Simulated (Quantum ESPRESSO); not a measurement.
The system is GaN.

```
CELL_PARAMETERS angstrom
3.18000 0.00000 0.00000
-1.59000 2.75396 0.00000
0.00000 0.00000 5.16600
ATOMIC_POSITIONS crystal
Ga 0.66667 0.33333 0.50000
Ga 0.33333 0.66667 0.00000
N 0.66667 0.33333 0.87500
N 0.33333 0.66667 0.37500
```

- Program: Quantum ESPRESSO 7.5
- Task: single point
- Functional: PBE
- Potentials or basis: SSSP 1.3 efficiency PBE
- Cutoff: 952 eV
- Density cutoff: 7619 eV
- k mesh: 10 × 10 × 5
- Occupations: fermi-dirac, width 0.05 eV
- Spin: no spin polarisation

On this cell: pressure 6.8 GPa; largest force 0.137 eV/Å; band gap on the k mesh 2.00 eV, direct.

The same run follows on a disturbed copy (atoms moved at random, drawn with an rms of 0.05 Å):

```
Ga N
1.0
     3.18000    0.00000    0.00000
    -1.59000    2.75396    0.00000
     0.00000    0.00000    5.16600
Ga N
2 2
Cartesian
  1.6188 0.9301 2.5776
  0.0354 1.8444 0.0547
  1.5867 0.9433 4.5264
  0.0246 1.7981 1.9332
```

Task: What does the disturbed cell give?

Result: The energy moves by +18.0 meV/atom; pressure 7.3 GPa; largest force 1.543 eV/Å; band gap on the k mesh 1.88 eV, direct.

Forces in eV/Å, atoms in the order of the input:
```
Ga  -0.088 -0.533  0.503
Ga  -0.456  0.183 -1.463
N    0.498 -0.262  0.202
N    0.046  0.612  0.757
```

Stress tensor (GPa, compression positive):
```
 7.74 -1.03 -0.94
-1.03  3.30 -0.66
-0.94 -0.66 10.99
```

